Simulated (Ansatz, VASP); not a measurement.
# Eu in VASP and in Ansatz

File INCAR:

```
PREC     = Accurate       # precision mode
ENCUT    = 520            # plane-wave cutoff, eV
EDIFF    = 1E-7           # SCF threshold, eV
ISMEAR   = 0              # smearing method
SIGMA    = 0.05           # smearing width, eV
LREAL    = False          # projectors in reciprocal space
LASPH    = True           # aspherical terms in the spheres
NELM     = 150            # most SCF steps
ALGO     = Normal         # electronic algorithm
ISIF     = 2              # what is computed and relaxed
LWAVE    = False          # write WAVECAR
LCHARG   = False          # write CHGCAR
ISPIN    = 2              # spin polarisation
MAGMOM   = 7              # initial moments
LORBIT   = 11             # projections on sites
LMAXMIX  = 6              # l up to which the mixer works
GGA      = PE             # functional
NBANDS   = 18             # bands
```

KPOINTS

```
Automatic mesh
0
Gamma
  6 6 6
```

Contents of POSCAR:

```
Eu
1.0
   -2.3030000000      2.3030000000      2.3030000000
    2.3030000000     -2.3030000000      2.3030000000
    2.3030000000      2.3030000000     -2.3030000000
Eu
1
Direct
    0.0000000000      0.0000000000      0.0000000000
```

Input for Ansatz:

```yaml
crystal:
  lattice:
    - [-2.303, 2.303, 2.303]
    - [2.303, -2.303, 2.303]
    - [2.303, 2.303, -2.303]
  atoms:
    - { symbol: Eu, position: [0.0, 0.0, 0.0], spin: 7.0 }
basis:
  ecutwfc: 420
  ecutrho_ratio: 4
kpoints:
  mp_grid: { grid: [6, 6, 6] }
hamiltonian:
  xc: pbe
scf:
  occupations: { method: gaussian, width: 0.05 }
output:
  forces: true
  stress: true
  eigenvalues: true
  populations: true
magnetization:
  spin_polarized: true
```

Alike in both runs: task single point; functional PBE; k mesh 6 × 6 × 6; occupations gaussian, width 0.05 eV; collinear spin.

```csv
,VASP,Ansatz
version,VASP 6.6.1,Ansatz 0.2.0
potentials or method,"VASP PAW PBE potentials, release 64 (Eu)","scalar-relativistic, plane waves, PAW"
plane-wave cutoff (eV),520,420
valence electrons in the cell,17,17
```

VASP gave:

- gap on the k mesh at the Fermi level (eV): none
- pressure (GPa): -1.9
- net moment per atom (μB): 7.52
- size of the moment on the site where the two differ most (μB): 6.74

Problem. What did Ansatz give for the same quantities?

Solution. gap on the k mesh at the Fermi level (eV): none; pressure (GPa): -1.7; net moment per atom (μB): 7.52; size of the moment on the site where the two differ most (μB): 7.17.

Site moments also hang on the region over which each program counts them. A gap of «none» marks a metal or a gap that the smearing closes.

Caveats: spin-orbit coupling is left out, which moves the levels of the heavy elements. The state reached can hang on the start; a lower one may exist.
